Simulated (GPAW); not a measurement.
Runs of GPAW 26.7.0 on GaN. It takes space group F-43m (No. 216, cubic). The conventional cell has a = 4.507 Å, b = 4.507 Å, c = 4.507 Å, α = 90.00°, β = 90.00°, γ = 90.00°. Ga (site symmetry -43m) is surrounded by 4 N at 1.95 Å. N (site symmetry -43m) has 4 Ga at 1.95 Å as nearest neighbours. The cell is a database's computed one.

```csv
level,potentials or basis,gap on the mesh (eV)
LDA,"the program's PAW data sets (release 1.2.1) made for this functional, pw",1.84
RPBE,"the program's PAW data sets (release 1.2.1) made for this functional, pw",1.83
PBEsol,"PAW data sets generated in the run's folder for this functional, pw",(a)
AM05,"PAW data sets generated in the run's folder for this functional, pw",1.84
```

Alike in all rows: task dielectric tensor; no spin polarisation; cell as given; k mesh 8 × 8 × 8; cutoff (eV) 600; smearing fermi-dirac 0.001 eV.

Problem. Fill in the values left out.

Solution. (a) 1.76.

Caveats: the long-wavelength limit can be off by a per cent or two.

A k mesh can miss the band edges, and the runs leave out spin-orbit coupling on Ga.

Runs at the PBE level aren't shown here.
